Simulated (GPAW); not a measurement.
The system is LiF (Griceite).

```
F Li
1.0
     0.00000    2.01400    2.01400
     2.01400    0.00000    2.01400
     2.01400    2.01400    0.00000
F Li
1 1
Direct
  0.50000 0.50000 0.50000
  0.00000 0.00000 0.00000
```

| Property | Result |
| --- | --- |
| Program | GPAW 26.7.0 |
| Task | relaxation of cell and atoms |
| Functional | PBEsol |
| Dispersion | D3 |
| Potentials or basis | PAW data sets generated in the run's folder for this functional |
| Cutoff | 800 eV |
| Basis | pw |
| k mesh | 11 × 11 × 11 |
| Occupations | fermi-dirac, width 0.05 eV |
| Spin | no spin polarisation |

At the start: pressure -5.3 GPa; volume 8.17 Å³/atom.

Q: Where does the relaxation end?

A: Over 4 steps the energy falls by 3.1 meV/atom and the volume is 7.59 Å³/atom (-7.1 %); space group Fm-3m (No. 225, to 0.05 Å).

Step by step:
```
step  energy change (eV)  largest force (eV/Å)  pressure (GPa)  volume (Å³)
   1              0.0000                0.0000           -5.29        16.34
   2             -0.0017                0.0000           -4.94        16.24
   3             -0.0047                0.0000            0.54        15.08
   4             -0.0062                0.0000           -0.05        15.19
```

Final structure:
```cif
data_structure
_symmetry_space_group_name_H-M 'P 1'
_symmetry_Int_Tables_number 1
_cell_length_a 2.7796
_cell_length_b 2.7796
_cell_length_c 2.7796
_cell_angle_alpha 60.000
_cell_angle_beta 60.000
_cell_angle_gamma 60.000
_cell_volume 15.19
loop_
_atom_site_label
_atom_site_type_symbol
_atom_site_fract_x
_atom_site_fract_y
_atom_site_fract_z
_atom_site_occupancy
F1 F 0.50000 0.50000 0.50000 1
Li1 Li 0.00000 0.00000 0.00000 1
```

Caveat: the data sets keep Ga 3d, Li 1s and Be 1s frozen, and some such compounds lay over 1.5 % in volume off other programs; later steps reuse the first step's grids.
